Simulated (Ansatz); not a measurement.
**A vibration from a frozen displacement in MgO**

Level of theory: Ansatz, DFT PBE, scalar-relativistic, plane waves, PAW. Cutoff 420 eV, Γ-centred 6×6×6 k-points, Gaussian smearing of 0.05 eV. No spin polarisation. Energies are free energies at this smearing, counted from the undisturbed cell; pressure is positive in compression.

The undisturbed cell (relaxed at this level):

```yaml
crystal:
  lattice:
    - [4.25385, 0.00000, 0.00000]
    - [0.00000, -4.25385, 0.00000]
    - [0.00000, 0.00000, -4.25385]
  atoms:
    - { symbol: Mg, position: [0.00000, 0.00000, 0.00000] }
    - { symbol: Mg, position: [0.50000, 0.50000, 0.00000] }
    - { symbol: Mg, position: [0.50000, 0.00000, 0.50000] }
    - { symbol: Mg, position: [0.00000, 0.50000, 0.50000] }
    - { symbol: O, position: [0.50000, 0.00000, 0.00000] }
    - { symbol: O, position: [0.00000, 0.50000, 0.00000] }
    - { symbol: O, position: [0.00000, 0.00000, 0.50000] }
    - { symbol: O, position: [0.50000, 0.50000, 0.50000] }
```

Atom 1 (Mg) is moved by x along the Cartesian unit vector (-0.707, 0.707, 0.000); the cell and all other atoms stay fixed. The cell's volume is 76.97 Å³; the moved atoms weigh 24.305 u together and the others 136.911 u. Some rows repeat others by symmetry and weren't run.

```
  x (Å)  ΔE (meV/cell) total force on the moved atoms along the move (eV/Å) pressure (GPa)
-0.6000        1921.38                                                7.3194          9.9031
-0.5250        1419.65                                                6.0746          7.5624
-0.4500        1007.72                                                4.9277          5.5340
-0.3750         677.78                                                3.8888          3.8252
-0.3000         421.69                                                2.9574          2.4360
-0.2250         231.72                                                2.1233          1.3633
-0.1500         101.20                                                1.3687          0.6020
-0.0750          25.03                                                0.6699          0.1471
 0.0000           0.00                                                0.0000         -0.0041
 0.0750          25.03                                               -0.6699          0.1471
 0.1500         101.20                                               -1.3687          0.6020
 0.2250         231.72                                               -2.1233          1.3633
 0.3000         421.69                                               -2.9574          2.4360
 0.3750         677.78                                               -3.8888          3.8252
 0.4500        1007.72                                               -4.9277          5.5340
 0.5250        1419.65                                               -6.0746          7.5624
 0.6000        1921.38                                               -7.3194          9.9031
```

Question: What frequency belongs to this motion?

Answer: The force constant is k = −dF/dx = 8.932 eV/Å², from the parabola through x = -0.0750, 0 and 0.0750. In every cell the moved atoms swing against the rest, so the mass is μ = m₁m₂/(m₁ + m₂) = 20.641 u, and ν̃ = 521.5 cm⁻¹ × √(|k|/μ) = 343 cm⁻¹. The pattern needn't be a normal mode: ν̃² is then a weighted mean of the squared nonzero frequencies at the zone centre of this cell, taken without macroscopic field, so it lies between the lowest and the highest of them.

Question: How far does the harmonic law reach?

Answer: At x = -0.600 Å, kx²/2 = 1607.79 meV against the computed 1921.38 meV (+19.5 %): the well stiffens in this direction at large amplitude.

Question: The pressure changes with x². What does that say about the frequency under compression?

Answer: With E = k(V)x²/2, k ∝ V^(−2γ) and x scaling with the cell as V^(1/3), P − P0 = −∂E/∂V = (2γ − 2/3) ΔE/V. At x = 0.1500 Å, V(P − P0) = 76.97 × 0.60613 / 160.2 eV = 291.21 meV and ΔE = 101.20 meV, so γ = 1/3 + V(P − P0)/(2ΔE) = 1.77. This is the Grüneisen parameter of the motion under uniform scaling of the cell: shrinking the cell evenly by 1 % in volume raises the frequency by about 1.77 %.

The displaced Mg ion sits in a well that is nearly harmonic at small amplitude and stiffens further out. Inversion symmetry at the site removes the cubic term, and cubic symmetry makes the harmonic force constant the same in every direction, so 343 cm⁻¹ isn't particular to this path. The stiffening can depend on direction. Here the ion moves between two oxide neighbours and shortens both contacts, so the steep overlap repulsion between closed shells probably outgrows the quadratic term.

The same repulsion explains the rising pressure: the distorted cell pushes outward because expansion relieves the close contacts. The positive Grüneisen parameter of 1.77 fits this picture, and it means that exciting this motion favours thermal expansion.

Moving one Mg of the four in the conventional cell mixes the zone-centre transverse optical vibration of the primitive crystal with zone-boundary modes folded back, acoustic ones among them. The frequency therefore shouldn't be read as the infrared absorption frequency of MgO, nor a difference between the two as an error of the functional.
